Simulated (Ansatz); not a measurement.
VO2

**What was measured.** A measured cell of tetragonal VO2 (space group P4_2/mnm) at 373 K, from the Crystallography Open Database (2018, doi:10.1021/acs.jctc.7b01061), has a, c = 4.555, 2.853 Å and 9.86 Å³/atom.

Computed with Ansatz (plane waves, PAW, 500 eV cutoff): r²SCAN, scalar-relativistic, collinear spin, 6×6×10 k-mesh, Gaussian smearing of 0.05 eV. The datasets are Ansatz's generated set soft_2.

```cif
data_structure
_symmetry_space_group_name_H-M 'P 1'
_symmetry_Int_Tables_number 1
_cell_length_a 4.5411
_cell_length_b 4.5411
_cell_length_c 2.8303
_cell_angle_alpha 90.000
_cell_angle_beta 90.000
_cell_angle_gamma 90.000
_cell_volume 58.36
loop_
_atom_site_label
_atom_site_type_symbol
_atom_site_fract_x
_atom_site_fract_y
_atom_site_fract_z
_atom_site_occupancy
V1 V 0.00000 0.00000 0.00000 1
V2 V 0.50000 0.50000 0.50000 1
O1 O 0.30046 0.30046 0.00000 1
O2 O 0.19954 0.80046 0.50000 1
O3 O 0.69954 0.69954 0.00000 1
O4 O 0.80046 0.19954 0.50000 1
```

The chain of runs began from a measured cell (COD), expanded in volume.

Magnetic state: ferromagnetic, site spin moments V 0.89; O -0.08 μB.

The cell above was scaled in volume, and shape and atoms were relaxed at each volume within its symmetry. Energies are counted from the cell above.

Cell and atoms are those of this level's equilibrium.

| V (Å³/atom) | ΔE (meV/atom) | P (GPa) | largest moment (μB) |
| --- | --- | --- | --- |
| 9.34 | 12.7 | 11.0 | 0.86 |
| 9.53 | 3.0 | 5.1 | 0.88 |
| 9.73 | 0.0 | 0.0 | 0.89 |
| 9.92 | 2.8 | -4.6 | 0.90 |
| 10.12 | 10.9 | -8.5 | 0.91 |
| 10.41 | 30.7 | -13.1 | 0.93 |

What do the points give for the equilibrium volume, the bulk modulus and its pressure derivative (third-order Birch–Murnaghan)?

V0 = 9.72 Å³/atom, B0 = 241 GPa, B0′ isn't fixed: the energies give 6.2, and a fit of the pressures differs by over 0.35.

B0·V0 = 240.6 GPa × 9.72 Å³ = 14.60 eV/atom sets the scale: near the minimum ΔE ≈ ½ B0 V0 x², with x = V/V0 − 1, and a pressure of 2.4 GPa squeezes the volume by about 1 %. At the ends of the curve: x = −4.0 % predicts 11.5 meV/atom and the run gives 12.7; x = +7.0 % predicts 36.1 meV/atom and the run gives 30.7. Compression costs more and expansion less than the parabola says, since the crystal stiffens as it shrinks; B0′ measures that.

**Against experiment.** r²SCAN gives 4.541, 2.830 Å and 9.73 Å³/atom, −1.4 % in volume (−0.5 % in length) from the database's cell. The static lattice lacks zero-point motion and thermal expansion, roughly 0.7 to 1.7 % in volume at 373 K by Grüneisen's rule, γ·3k_BT/(B0·V0) with γ of 1 to 2.5; that covers some of the miss, perhaps all.

The run wasn't fully tested for a lower electronic state. Site moments are of spin, integrated over atomic spheres. The run is a metal.
